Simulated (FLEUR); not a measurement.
CdSe (Cadmoselite): band structure with Wu-Cohen GGA

**The experiment to reproduce.**

A printed reference work, data compilation reports, for a bulk crystal of CdSe at 2 K: band gap 1.841 eV.

Crystal: CdSe (Cadmoselite).

```
Cd Se
1.0
     4.30000    0.00000    0.00000
    -2.15000    3.72391    0.00000
     0.00000    0.00000    7.02000
Cd Se
2 2
Direct
  0.66667 0.33333 0.50000
  0.33333 0.66667 0.00000
  0.66667 0.33333 0.88500
  0.33333 0.66667 0.38500
```

```
Program                  : FLEUR MaX-R8.1 (patched build s14)
Task                     : band structure
Functional               : Wu-Cohen GGA
Potentials or basis      : all-electron
Basis                    : FLAPW
Kmax                     : 3.95 1/bohr
k mesh                   : 7 × 7 × 4
Occupations              : fermi-dirac, width 0.05 eV
Spin                     : no spin polarisation
Gmax                     : 12.3 1/bohr
Muffin-tin radii         : Cd 2.47, Se 2.1 bohr
lmax                     : Cd 10, Se 8
Local orbitals a species : Cd 5, Se 4
Max iterations           : 60
Mixing factor            : 0.05
Mixer                    : Anderson
Mixer history            : 15
Density convergence      : 1e-05 me/bohr^3
```

```yaml
Band_gap_on_the_k_mesh: 0.55 eV, direct
Band_gap_along_the_path: 0.55 eV, direct
Valence_electrons_inside_the_program's_atomic_spheres: Cd 18.38; Se 13.59 (radii Cd 2.47, Se 2.1 bohr)
```

Levels at the corners of the path, in eV from the valence-band top:
| point | band 34 | band 35 | band 36 | band 37 | band 38 | band 39 |
| --- | --- | --- | --- | --- | --- | --- |
| Γ | -0.01 | 0.00 | 0.00 | 0.55 | 2.00 | 5.81 |
| M | -1.88 | -1.26 | -0.84 | 3.12 | 3.20 | 4.70 |
| K | -1.82 | -1.82 | -1.81 | 4.26 | 4.73 | 4.73 |
| Γ | -0.01 | 0.00 | 0.00 | 0.55 | 2.00 | 5.81 |
| A | -0.38 | -0.38 | -0.38 | 2.22 | 2.22 | 5.70 |
| L | -1.40 | -1.31 | -1.31 | 2.87 | 2.87 | 4.69 |
| H | -2.52 | -1.07 | -1.07 | 3.69 | 3.69 | 5.79 |
| A | -0.38 | -0.38 | -0.38 | 2.22 | 2.22 | 5.70 |
| L | -1.40 | -1.31 | -1.31 | 2.87 | 2.87 | 4.69 |
| M | -1.88 | -1.26 | -0.84 | 3.12 | 3.20 | 4.70 |
| K | -1.82 | -1.82 | -1.81 | 4.26 | 4.73 | 4.73 |
| H | -2.52 | -1.07 | -1.07 | 3.69 | 3.69 | 5.79 |

Core levels (eV from the Fermi level):
```
atom                                                                                                                             levels
1 Cd  1s1/2 -26502.3, 2s1/2 -3930.1, 2p1/2 -3659.2, 2p3/2 -3466.7, 3s1/2 -729.1, 3p1/2 -620.5, 3p3/2 -586.1, 3d3/2 -393.6, 3d5/2 -386.6
2 Cd  1s1/2 -26502.3, 2s1/2 -3930.1, 2p1/2 -3659.2, 2p3/2 -3466.7, 3s1/2 -729.1, 3p1/2 -620.5, 3p3/2 -586.1, 3d3/2 -393.6, 3d5/2 -386.6
3 Se                              1s1/2 -12492.0, 2s1/2 -1599.7, 2p1/2 -1435.0, 2p3/2 -1393.2, 3s1/2 -206.9, 3p1/2 -150.6, 3p3/2 -144.7
4 Se                              1s1/2 -12492.0, 2s1/2 -1599.7, 2p1/2 -1435.0, 2p3/2 -1393.2, 3s1/2 -206.9, 3p1/2 -150.6, 3p3/2 -144.7
```

Wall time 4.6 min on 1 thread of Intel(R) Xeon(R) Platinum 8175M CPU @ 2.50GHz (Skylake/Cascade Lake), with other jobs on the host, peak memory 0.1 GiB.

A measured gap of CdSe is 1.841 eV (2 K; a printed reference work, data compilation); the calculated 0.55 eV misses it by -1.29 eV. So large a miss can be the level of theory's own, or it may mean another phase, state or a wrong row. Spin-orbit coupling on Cd, Se is left out. The value is that of Wu-Cohen GGA, without temperature or zero-point motion.
